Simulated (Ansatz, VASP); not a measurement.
## One calculation of Zn, two programs

```xyz
1
Lattice="0.0000 2.0841 2.0841 2.0841 0.0000 2.0841 2.0841 2.0841 0.0000" Properties=species:S:1:pos:R:3 pbc="T T T"
Zn    0.0000    0.0000    0.0000
```

Alike in both runs: task single point; functional BLYP; k mesh 15 × 15 × 15; occupations fermi-dirac, width 0.1 eV; no spin polarisation.

|  | VASP | Ansatz |
| --- | --- | --- |
| version | VASP 6.6.1 | Ansatz 0.2.0 |
| potentials or method | VASP PAW PBE potentials, release 64 (Zn) | plane waves (420 eV) with PAW, scalar-relativistic |
| plane-wave cutoff (eV) | 520 | 420 |
| valence electrons in the cell | 12 | 12 |

```tsv
	VASP	Ansatz	Ansatz less VASP
pressure (GPa)	-2.4	-2.5	-0.04
```

Caveats: the PAW data sets were made with another functional, which shifts forces and pressure a little (VASP).
